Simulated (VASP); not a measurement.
The system is Ag.

```
Ag
1.0
     2.92230    0.00000    0.00000
    -1.46115    2.53079    0.00000
     0.00000    0.00000    4.70166
Ag
2
Cartesian
  0.0000 1.6872 1.1754
  1.4611 0.8436 3.5262
```

This isn't the form of Ag at room conditions, which is fcc.

```yaml
Program: VASP 6.6.1
Task: relaxation of cell and atoms
Functional: PBE
Potentials_or_basis: VASP PAW PBE potentials, release 64 (Ag)
Cutoff: 600 eV
k_mesh: 18 × 18 × 10
Occupations: gaussian, width 0.1 eV
Spin: no spin polarisation
```

At the start: pressure 2.7 GPa; volume 17.39 Å³/atom.

Question: Where does the relaxation end?

Answer: Over 6 steps the energy falls by 4.6 meV/atom and the volume is 17.86 Å³/atom (+2.7 %); space group P6_3/mmc (No. 194, to 0.05 Å).

Step by step:
```
step  energy change (eV)  largest force (eV/Å)  pressure (GPa)  volume (Å³)
   1              0.0000                0.0000            2.75        34.77
   2             -0.0064                0.0000           -1.37        36.29
   3             -0.0085                0.0000           -0.07        35.76
   4             -0.0085                0.0000           -0.12        35.78
   5             -0.0090                0.0000           -0.08        35.76
   6             -0.0093                0.0000           -0.02        35.73
```

Final structure:
```yaml
crystal:
  lattice:
    - [2.93387, 0.00000, 0.00000]
    - [-1.46694, 2.54081, 0.00000]
    - [0.00000, 0.00000, 4.79284]
  atoms:
    - { symbol: Ag, position: [0.33333, 0.66667, 0.25000] }
    - { symbol: Ag, position: [0.66667, 0.33333, 0.75000] }
```
